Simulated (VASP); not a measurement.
Input of a VASP 6.6.1 run:

POSCAR

```
Sr
4.2175
   -0.577356253705      0.577356253705      0.577356253705
    0.577356253705     -0.577356253705      0.577356253705
    0.577356253705      0.577356253705     -0.577356253705
Sr
1
Direct
    0.0000000000      0.0000000000      0.0000000000
```

The input INCAR.step1:

```
  PREC = Accurate
  ENCUT = 600
  EDIFF = 1E-5
  ISMEAR = 1
  SIGMA = 0.2
  LREAL = False
  LASPH = True
  NELM = 80
  ALGO = Normal
  LWAVE = True
  LCHARG = False
  GGA = PE
```

INCAR.step2

```
  PREC = Accurate
  ENCUT = 600
  EDIFF = 1E-6
  ISMEAR = 1
  SIGMA = 0.2
  LREAL = False
  LASPH = True
  NELM = 80
  ALGO = Normal
  ISIF = 3
  LWAVE = False
  LCHARG = False
  GGA = B3
  LHFCALC = True
  AEXX = 0.2
  AGGAX = 0.72
  AGGAC = 0.81
  ALDAC = 0.19
  PRECFOCK = Fast
  IVDW = 11
  IBRION = 2
  NSW = 40
  EDIFFG = -0.01
  ISTART = 1
```

Contents of KPOINTS:

```
regular mesh
0
Gamma
  4 4 4
```

Potentials or basis: VASP PAW PBE potentials, release 64 (Sr_sv).

Run with:

```sh
$ cat potpaw_PBE.64/Sr_sv/POTCAR > POTCAR
$ cp INCAR.step1 INCAR
$ mpirun -np 1 vasp_std > vasp.out
$ cp INCAR.step2 INCAR
$ mpirun -np 1 vasp_std > vasp.out
```

(1) What does it give for the dispersion energy per atom?

(2) Estimate the relaxed cell.

(3) Estimate the relaxed volume.

Answers

(1) -0.308 eV.

(2) a = 4.141 Å, b = 4.141 Å, c = 4.141 Å, α = 109.47°, β = 109.47°, γ = 109.47°.

(3) 54.67 Å³/atom.

Caveat: the k mesh is coarse (spacing up to 0.46 Å⁻¹), so the values aren't converged, least of all with exact exchange; the PAW data sets were made with another functional, which shifts forces and pressure a little; pairwise dispersion overbinds metals, which lowers pressure and volume.
